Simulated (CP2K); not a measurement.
Crystal: Tc.

```xyz
1
Lattice="2.7577 0.0000 0.0000 1.3789 2.3883 0.0000 1.3789 0.7961 2.2517" Properties=species:S:1:pos:R:3 pbc="T T T"
Tc    0.0000    0.0000    0.0000
```

This isn't the form of Tc at room conditions, which is hcp.

Base run:

| Quantity | Value |
| --- | --- |
| Program | CP2K 2026.2 |
| Functional | AM05 |
| Potentials or basis | POTENTIAL_UZH Tc GTH-PBE-q15; TZVP-MOLOPT-PBE-GTH basis |
| Density cutoff | 9184 eV |
| k mesh | 12 × 12 × 12 |
| Occupations | fermi-dirac, width 0.05 eV |
| Spin | no spin polarisation |

Its results: band gap on the k mesh none (metal or under the smearing width); pressure -12.7 GPa.

Task: After a change of settings the same cell gave: band gap on the k mesh none (metal or under the smearing width); pressure -9.5 GPa. Which change was it?
A. functional from AM05 to WC
B. functional from AM05 to PBEsol
C. functional from AM05 to PBE
D. functional from AM05 to r2SCAN

Result: A.

Caveats: the potentials were made for another functional, which shifts forces and pressure; the basis of atomic orbitals isn't converged, which shifts pressures, moduli and gaps.
